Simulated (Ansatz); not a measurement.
A 2-atom cell of RbBr (Pm-3m) from a materials database, relaxed with r2SCAN: the symmetry is Pm-3m (No. 221, cubic); conventional cell a = 4.124 Å, 35.08 Å³ an atom. Rb has 8 Br at 3.57 Å; Br has 8 Rb at 3.57 Å. One-shot G0W0@r2SCAN in Ansatz 0.2.0 on a 4×4×4 mesh (contour deformation, no spin-orbit coupling), from an r2SCAN gap of 4.832 eV over the mesh points (the G0W0 gap is indirect on the mesh); the number N of bands summed and the screening cutoff rise together. (Simulation; spin polarisation is off.)

```csv
N,cutoff (eV),1000/N,G0W0 gap (eV)
121,80,8.264,6.577
271,140,3.690,6.779
```

Problem. Lay a straight line in 1000/N through these rows.

Solution. The slope is -0.0442 eV per unit of 1000/N and the intercept 6.942 eV.

Problem. Predict the gap at N = 492 (210 eV).

Solution. 6.942 + (-0.0442) × 2.033 = 6.852 eV; the run gives 6.851 eV, -0.001 eV from the line.

Problem. With that run's result added, what limit do the last two rows suggest?

Solution. Their slope is (6.851 − 6.779)/(2.033 − 3.690) = -0.0435, which meets 1/N = 0 at 6.94 eV, against 6.942 eV from the first line. The two lines nearly agree; the k mesh isn't extrapolated.

The runs are scalar-relativistic, without spin-orbit coupling.
